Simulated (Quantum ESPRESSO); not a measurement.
# SnTe (Fm-3m) in Quantum ESPRESSO: a series of runs

Runs on SnTe. Level: r2SCAN. Tasks: single point, equation of state.

All numbers are computed with Quantum ESPRESSO 7.5; they aren't measurements. Logs are shortened: lines on timing, memory, paths and dates and some standing lists are left out, and cuts for length are marked.

### Step 1. The structure

The structure is cubic, space group Fm-3m (No. 225). The conventional cell has a = 6.302 Å, b = 6.302 Å, c = 6.302 Å, α = 90.00°, β = 90.00°, γ = 90.00°. Around Te (site symmetry m-3m) lie 6 Sn at 3.15 Å. Sn (site symmetry m-3m) is surrounded by 6 Te at 3.15 Å.

### Step 2. Single point, r2SCAN, 29.40 Å³/atom

Input file pw.in:

```
&CONTROL
  calculation = 'scf'
  prefix = 'pwscf'
  outdir = './tmp'
  pseudo_dir = './pseudo'
  tstress = .true.
  disk_io = 'nowf'
/
&SYSTEM
  ibrav = 0
  nat = 2
  ntyp = 2
  ecutwfc = 70
  nbnd = 22
  input_dft = 'r2scan'
  occupations = 'smearing'
  smearing = 'fd'
  degauss = 0.00367493
  nosym = .true.
  nr1 = 48
  nr2 = 48
  nr3 = 48
/
&ELECTRONS
  conv_thr = 1d-08
  electron_maxstep = 120
  mixing_beta = 0.5
/
ATOMIC_SPECIES
Te   127.6000 Te_ONCV_PBE-1.2.upf
Sn   118.7100 Sn_ONCV_PBE-1.2.upf
CELL_PARAMETERS angstrom
   0.0000000000    3.0865288906    3.0865288906
   3.0865288906    0.0000000000    3.0865288906
   3.0865288906    3.0865288906    0.0000000000
ATOMIC_POSITIONS crystal
Te     0.5000000000    0.5000000000    0.5000000000
Sn     0.0000000000    0.0000000000    0.0000000000
K_POINTS automatic
5 5 5 0 0 0
```

Potentials or basis: SG15 PBE 1.2.

Launch:

```bash
$ OMP_NUM_THREADS=1 mpirun -n 2 pw.x -nk 2 -in pw.in > pw.out
```

pw.out:

```text
This program is part of the open-source Quantum ESPRESSO suite
     for quantum simulation of materials; please cite
         "P. Giannozzi et al., J. Phys.:Condens. Matter 21 395502 (2009);
         "P. Giannozzi et al., J. Phys.:Condens. Matter 29 465901 (2017);
         "P. Giannozzi et al., J. Chem. Phys. 152 154105 (2020);
     in publications or presentations arising from this work. More details at

     IMPORTANT: XC functional enforced from input :
     Exchange-correlation= R2SCAN
                           (   0   0   0   0   0 497 498)
     Any further DFT definition will be discarded
     Please, verify this is what you really want

     K-points division:     npool     =       2
     Subspace diagonalization in iterative solution of the eigenvalue problem:
     a serial algorithm will be used

     G-vector sticks info
     --------------------
     sticks:   dense  smooth     PW     G-vecs:    dense   smooth      PW
     Sum        1303    1303    379                31283    31283    5029

     Using Slab Decomposition

     bravais-lattice index     =            0
     lattice parameter (alat)  =       8.2487  a.u.
     unit-cell volume          =     396.8603 (a.u.)^3
     number of atoms/cell      =            2
     number of atomic types    =            2
     number of electrons       =        30.00
     number of Kohn-Sham states=           22
     kinetic-energy cutoff     =      70.0000  Ry
     charge density cutoff     =     280.0000  Ry
     scf convergence threshold =      1.0E-08
     mixing beta               =       0.5000
     number of iterations used =            8  plain     mixing
     Exchange-correlation= R2SCAN
                           (   0   0   0   0   0 497 498)

     celldm(1)=   8.248675  celldm(2)=   0.000000  celldm(3)=   0.000000
     celldm(4)=   0.000000  celldm(5)=   0.000000  celldm(6)=   0.000000

     crystal axes: (cart. coord. in units of alat)
               a(1) = (   0.000000   0.707107   0.707107 )
               a(2) = (   0.707107   0.000000   0.707107 )
               a(3) = (   0.707107   0.707107   0.000000 )

     reciprocal axes: (cart. coord. in units 2 pi/alat)
               b(1) = ( -0.707107  0.707107  0.707107 )
               b(2) = (  0.707107 -0.707107  0.707107 )
               b(3) = (  0.707107  0.707107 -0.707107 )

     PseudoPot. # 1 for Te read from file:
     Te_ONCV_PBE-1.2.upf
     Pseudo is Norm-conserving, Zval = 16.0
     Generated using ONCVPSP code by D. R. Hamann
     Using radial grid of  602 points,  6 beta functions with:
                l(1) =   0
                l(2) =   0
                l(3) =   1
                l(4) =   1
                l(5) =   2
                l(6) =   2

     PseudoPot. # 2 for Sn read from file:
     Sn_ONCV_PBE-1.2.upf
     Pseudo is Norm-conserving, Zval = 14.0
     Generated using ONCVPSP code by D. R. Hamann
     Using radial grid of  602 points,  6 beta functions with:
                l(1) =   0
                l(2) =   0
                l(3) =   1
                l(4) =   1
                l(5) =   2
                l(6) =   2

     atomic species   valence    mass     pseudopotential
     Te               16.00   127.60000     Te( 1.00)
     Sn               14.00   118.71000     Sn( 1.00)

     No symmetry found

   Cartesian axes

     site n.     atom                  positions (alat units)
         1        Te     tau(   1) = (   0.7071068   0.7071068   0.7071068  )
         2        Sn     tau(   2) = (   0.0000000   0.0000000   0.0000000  )

     number of k points=    63  Fermi-Dirac smearing, width (Ry)=  0.0037
                       cart. coord. in units 2pi/alat
        k(    1) = (   0.0000000   0.0000000   0.0000000), wk =   0.0160000
        k(    2) = (   0.1414214   0.1414214  -0.1414214), wk =   0.0320000
        k(    3) = (   0.2828427   0.2828427  -0.2828427), wk =   0.0320000
        k(    4) = (   0.1414214  -0.1414214   0.1414214), wk =   0.0320000
        k(    5) = (   0.2828427  -0.0000000   0.0000000), wk =   0.0320000
        k(    6) = (   0.4242641   0.1414214  -0.1414214), wk =   0.0320000
[... 55 lines left out ...]
        k(   62) = (  -0.7071068   0.1414214   0.4242641), wk =   0.0320000
        k(   63) = (  -0.5656854   0.2828427   0.2828427), wk =   0.0320000

     Dense  grid:    31283 G-vectors     FFT dimensions: (  48,  48,  48)

     WARNING: libxc functional with ID  497 depends
      on external parameters: check the user_guide of
      QE if you need to modify them or to check their
      default values.

     WARNING: libxc functional with ID  498 depends
      on external parameters: check the user_guide of
      QE if you need to modify them or to check their
      default values.

     Initial potential from superposition of free atoms

     starting charge      29.8745, renormalised to      30.0000
     Starting wfcs are random

     Self-consistent Calculation

     iteration #  1     ecut=    70.00 Ry     beta= 0.50
     Davidson diagonalization with overlap
     ethr =  1.00E-02,  avg # of iterations =  9.1

     total energy              =    -293.68489073 Ry
     estimated scf accuracy    <      58.31411137 Ry

     iteration #  2     ecut=    70.00 Ry     beta= 0.50
     Davidson diagonalization with overlap
     ethr =  1.00E-02,  avg # of iterations =  1.0

     total energy              =    -293.88830674 Ry
     estimated scf accuracy    <      17.00272179 Ry

     iteration #  3     ecut=    70.00 Ry     beta= 0.50
     Davidson diagonalization with overlap
     ethr =  1.00E-02,  avg # of iterations =  1.0
[... 36 lines left out ...]
     total energy              =    -293.89812761 Ry
     estimated scf accuracy    <       0.00000003 Ry

     iteration #  9     ecut=    70.00 Ry     beta= 0.50
     Davidson diagonalization with overlap
     ethr =  8.95E-11,  avg # of iterations =  2.0

     total energy              =    -293.89812761 Ry
     estimated scf accuracy    <       0.00000001 Ry

     iteration # 10     ecut=    70.00 Ry     beta= 0.50
     Davidson diagonalization with overlap
     ethr =  4.82E-11,  avg # of iterations =  1.0

     End of self-consistent calculation

          k = 0.0000 0.0000 0.0000 (  3839 PWs)   bands (ev):

   -24.9734 -24.9734 -24.9612 -24.9612 -24.9612  -9.9963  -9.9963  -9.9837
    -9.9837  -9.9837  -2.1118   7.0175   9.3358   9.3358   9.3358  15.4969
    15.4969  15.4969  17.2153  17.2153  17.2153  19.3144

          k = 0.1414 0.1414-0.1414 (  3900 PWs)   bands (ev):

   -24.9732 -24.9732 -24.9610 -24.9608 -24.9608 -10.0001 -10.0001  -9.9831
    -9.9805  -9.9805  -1.7418   5.2257   9.4252   9.4252  10.5500  14.0299
    14.0299  14.1449  17.2725  18.0824  18.0824  21.9285

          k = 0.2828 0.2828-0.2828 (  3915 PWs)   bands (ev):

   -24.9729 -24.9729 -24.9606 -24.9601 -24.9601 -10.0069 -10.0069  -9.9822
    -9.9746  -9.9746  -0.8730   3.0978   9.6914   9.6914  11.5595  12.4620
    12.4620  12.5657  19.2605  20.4291  20.4291  22.8280
[... 349 lines left out ...]
          k =-0.7071 0.1414 0.4243 (  3919 PWs)   bands (ev):

   -24.9736 -24.9725 -24.9608 -24.9599 -24.9591 -10.0210  -9.9991  -9.9820
    -9.9754  -9.9691  -0.3354   3.6669   6.8834   7.0092  10.4389  13.1363
    16.2900  16.7541  17.8421  19.4378  22.5702  22.7289

          k =-0.5657 0.2828 0.2828 (  3938 PWs)   bands (ev):

   -24.9732 -24.9727 -24.9604 -24.9600 -24.9597 -10.0134 -10.0046  -9.9799
    -9.9755  -9.9727  -0.4770   3.0820   7.4672   9.0656  10.1292  13.3169
    13.6661  15.9116  18.8080  19.6520  20.3844  23.5232

     the Fermi energy is    11.9936 ev

!    total energy              =    -293.89812761 Ry
     estimated scf accuracy    <          5.0E-10 Ry
     smearing contrib. (-TS)   =      -0.00000207 Ry
     internal energy E=F+TS    =    -293.89812554 Ry

     The total energy is F=E-TS. E is the sum of the following terms:
     one-electron contribution =    -107.74682883 Ry
     hartree contribution      =      65.12288821 Ry
     xc contribution           =     -31.77373902 Ry
     ewald contribution        =    -219.50044589 Ry

     convergence has been achieved in  10 iterations

     Computing stress (Cartesian axis) and pressure

          total   stress  (Ry/bohr**3)                   (kbar)     P=       41.04
   0.00027895  -0.00000000   0.00000000           41.04       -0.00        0.00
  -0.00000000   0.00027895  -0.00000000           -0.00       41.03       -0.00
   0.00000000  -0.00000000   0.00027895            0.00       -0.00       41.04

=------------------------------------------------------------------------------=
   JOB DONE.
=------------------------------------------------------------------------------=
```

Run time: 88 s. Hardware: 2 MPI ranks of Intel Xeon 6975P-C (Granite Rapids), shared host; peak memory 0.28 GiB.

Results:

```
Free energy : -3998.6877 eV
Pressure    : 4.1 GPa
```

Caveat: the potentials were made for another functional, which shifts forces and pressure; this odd mesh misses L, where the gap lies, so gap, dielectric constants and Born charges aren't listed.

### Step 3. Single point, r2SCAN, 30.03 Å³/atom

Edit pw.in of step 2 so:

```diff
@@ -32,5 +32,5 @@
 CELL_PARAMETERS angstrom
-   0.0000000000    3.0865288906    3.0865288906
-   3.0865288906    0.0000000000    3.0865288906
-   3.0865288906    3.0865288906    0.0000000000
+   0.0000000000    3.1082657258    3.1082657258
+   3.1082657258    0.0000000000    3.1082657258
+   3.1082657258    3.1082657258    0.0000000000
 ATOMIC_POSITIONS crystal
```

Potentials or basis: SG15 PBE 1.2.

Launch:

```bash
$ OMP_NUM_THREADS=1 mpirun -n 2 pw.x -nk 2 -in pw.in > pw.out
```

Wall time 80 s (2 MPI ranks of Intel Xeon 6975P-C (Granite Rapids), shared host); peak memory 0.28 GiB.

Results (log left out):

* Free energy: -3998.7151 eV
* Pressure: 2.9 GPa

Caveat: the potentials were made for another functional, which shifts forces and pressure; this odd mesh misses L, where the gap lies, so gap, dielectric constants and Born charges aren't listed.

### Step 4. Single point, r2SCAN, 30.66 Å³/atom

Edit pw.in of step 3 so:

```diff
@@ -32,5 +32,5 @@
 CELL_PARAMETERS angstrom
-   0.0000000000    3.1082657258    3.1082657258
-   3.1082657258    0.0000000000    3.1082657258
-   3.1082657258    3.1082657258    0.0000000000
+   0.0000000000    3.1297027185    3.1297027185
+   3.1297027185    0.0000000000    3.1297027185
+   3.1297027185    3.1297027185    0.0000000000
 ATOMIC_POSITIONS crystal
```

Launch:

```bash
$ OMP_NUM_THREADS=1 mpirun -n 2 pw.x -nk 2 -in pw.in > pw.out
```

Wall time 84 s (2 MPI ranks of Intel Xeon 6975P-C (Granite Rapids), shared host); peak memory 0.28 GiB.

Results (log left out):

```yaml
Free_energy: -3998.7332 eV
Pressure: 1.8 GPa
```

Caveat: the potentials were made for another functional, which shifts forces and pressure; this odd mesh misses L, where the gap lies, so gap, dielectric constants and Born charges aren't listed.

### Step 5. Single point, r2SCAN, 31.28 Å³/atom

Edit pw.in of step 4 so:

```diff
@@ -32,5 +32,5 @@
 CELL_PARAMETERS angstrom
-   0.0000000000    3.1297027185    3.1297027185
-   3.1297027185    0.0000000000    3.1297027185
-   3.1297027185    3.1297027185    0.0000000000
+   0.0000000000    3.1508500000    3.1508500000
+   3.1508500000    0.0000000000    3.1508500000
+   3.1508500000    3.1508500000    0.0000000000
 ATOMIC_POSITIONS crystal
```

Launch:

```bash
$ OMP_NUM_THREADS=1 mpirun -n 2 pw.x -nk 2 -in pw.in > pw.out
```

Wall time 89 s (2 MPI ranks of Intel Xeon 6975P-C (Granite Rapids), shared host); peak memory 0.3 GiB.

It converged, with:

```yaml
Free_energy: -3998.7432 eV
Pressure: 0.8 GPa
```

Caveat: the potentials were made for another functional, which shifts forces and pressure; this odd mesh misses L, where the gap lies, so gap, dielectric constants and Born charges aren't listed.

### Step 6. Single point, r2SCAN, 31.91 Å³/atom

Edit pw.in of step 5 so:

```diff
@@ -32,5 +32,5 @@
 CELL_PARAMETERS angstrom
-   0.0000000000    3.1508500000    3.1508500000
-   3.1508500000    0.0000000000    3.1508500000
-   3.1508500000    3.1508500000    0.0000000000
+   0.0000000000    3.1717171644    3.1717171644
+   3.1717171644    0.0000000000    3.1717171644
+   3.1717171644    3.1717171644    0.0000000000
 ATOMIC_POSITIONS crystal
```

Potentials or basis: SG15 PBE 1.2.

Launch:

```bash
$ OMP_NUM_THREADS=1 mpirun -n 2 pw.x -nk 2 -in pw.in > pw.out
```

It took 86 s on 2 MPI ranks of Intel Xeon 6975P-C (Granite Rapids), shared host; peak memory 0.3 GiB.

The run converged. Its results:

* Free energy: -3998.7457 eV
* Pressure: -0.1 GPa

Caveat: the potentials were made for another functional, which shifts forces and pressure; this odd mesh misses L, where the gap lies, so gap, dielectric constants and Born charges aren't listed.

### Step 7. Single point, r2SCAN, 32.53 Å³/atom

Edit pw.in of step 6 so:

```diff
@@ -32,5 +32,5 @@
 CELL_PARAMETERS angstrom
-   0.0000000000    3.1717171644    3.1717171644
-   3.1717171644    0.0000000000    3.1717171644
-   3.1717171644    3.1717171644    0.0000000000
+   0.0000000000    3.1923133075    3.1923133075
+   3.1923133075    0.0000000000    3.1923133075
+   3.1923133075    3.1923133075    0.0000000000
 ATOMIC_POSITIONS crystal
```

Launch:

```bash
$ OMP_NUM_THREADS=1 mpirun -n 2 pw.x -nk 2 -in pw.in > pw.out
```

It took 89 s on 2 MPI ranks of Intel Xeon 6975P-C (Granite Rapids), shared host; peak memory 0.3 GiB.

The run converged. Its results:

```
Free energy : -3998.7414 eV
Pressure    : -1.0 GPa
```

Caveat: the potentials were made for another functional, which shifts forces and pressure; this odd mesh misses L, where the gap lies, so gap, dielectric constants and Born charges aren't listed.

### Step 8. Single point, r2SCAN, 33.16 Å³/atom

Edit pw.in of step 7 so:

```diff
@@ -32,5 +32,5 @@
 CELL_PARAMETERS angstrom
-   0.0000000000    3.1923133075    3.1923133075
-   3.1923133075    0.0000000000    3.1923133075
-   3.1923133075    3.1923133075    0.0000000000
+   0.0000000000    3.2126470615    3.2126470615
+   3.2126470615    0.0000000000    3.2126470615
+   3.2126470615    3.2126470615    0.0000000000
 ATOMIC_POSITIONS crystal
```

Launch:

```bash
$ OMP_NUM_THREADS=1 mpirun -n 2 pw.x -nk 2 -in pw.in > pw.out
```

Run time: 96 s. Hardware: 2 MPI ranks of Intel Xeon 6975P-C (Granite Rapids), shared host; peak memory 0.3 GiB.

It converged, with:

```
Free energy : -3998.7309 eV
Pressure    : -1.7 GPa
```

Caveat: the potentials were made for another functional, which shifts forces and pressure; this odd mesh misses L, where the gap lies, so gap, dielectric constants and Born charges aren't listed.

### Step 9. Equation of state, r2SCAN

Potentials or basis: SG15 PBE 1.2.

This step only gathers the single runs of the series.

Results:

```
Equilibrium volume                      : 31.81 Å³/atom
Bulk modulus                            : 45 GPa
Pressure derivative of the bulk modulus : 4.0
```

Energy against volume, from the lowest point:
```csv
volume (Å³/atom),energy (meV/atom)
29.404,28.96
30.030,15.30
30.656,6.21
31.281,1.24
31.907,0.00
32.532,2.14
33.158,7.36
```

Caveat: the potentials were made for another functional, which shifts forces and pressure; this odd mesh misses L, where the gap lies, so gap, dielectric constants and Born charges aren't listed. Zero-point motion and thermal expansion aren't in these numbers.
